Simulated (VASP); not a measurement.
Write the native input for VASP 6.6.1 that does the following.

* Task: single point
* Functional: PBE
* Potentials or basis: VASP PAW PBE potentials, release 64 (Ti_sv, C)
* Cutoff: 520 eV
* k mesh: 6 × 6 × 6
* Occupations: fermi-dirac, width 0.1 eV
* Spin: no spin polarisation
* Dipole correction: no
* Further INCAR settings: ALGO = Normal; EDIFF = 1e-07; NBANDS = 17

The structure of TiC2 lies in POSCAR:

```
TiC2
1.0
    0.0000000000      2.4055580000      2.4055580000
    2.4055580000      0.0000000000      2.4055580000
    2.4055580000      2.4055580000      0.0000000000
Ti C
1 2
Direct
    0.0000000000      0.0000000000      0.0000000000
    0.2500000000      0.2500000000      0.2500000000
    0.7500000000      0.7500000000      0.7500000000
```

The cell was built by a generator and needn't be a form met in nature.

The input as run:

INCAR

```
SYSTEM = TiC2
  ALGO = Normal
  EDIFF = 1E-7
  ENCUT = 520
  GGA = PE
  ISIF = 2
  ISMEAR = -1
  LASPH = .TRUE.
  LCHARG = .FALSE.
  LREAL = .FALSE.
  LWAVE = .FALSE.
  NBANDS = 17
  NELM = 80
  PREC = Accurate
  SIGMA = 0.1
```

KPOINTS

```
k-points
0
G
  6 6 6
  0 0 0
```

Potentials or basis: VASP PAW PBE potentials, release 64 (Ti_sv, C).

Launch:

```sh
$ cat potpaw_PBE.64/Ti_sv/POTCAR potpaw_PBE.64/C/POTCAR > POTCAR
$ mpirun -np 1 vasp_std > vasp.out
```

Results of the run:

```yaml
Pressure: 26.4 GPa
Band_gap_on_the_k_mesh: none (metal or under the smearing width)
```

Caveat: the k mesh is coarse (spacing up to 0.38 Å⁻¹), so the values aren't converged; so large a pressure means that the cell lies far from this level's equilibrium, or that cutoff or potentials fall short.

Wall time 7 s on 1 thread of Intel(R) Xeon(R) 6975P-C (Granite Rapids), with other jobs on the host, peak memory 0.15 GiB.
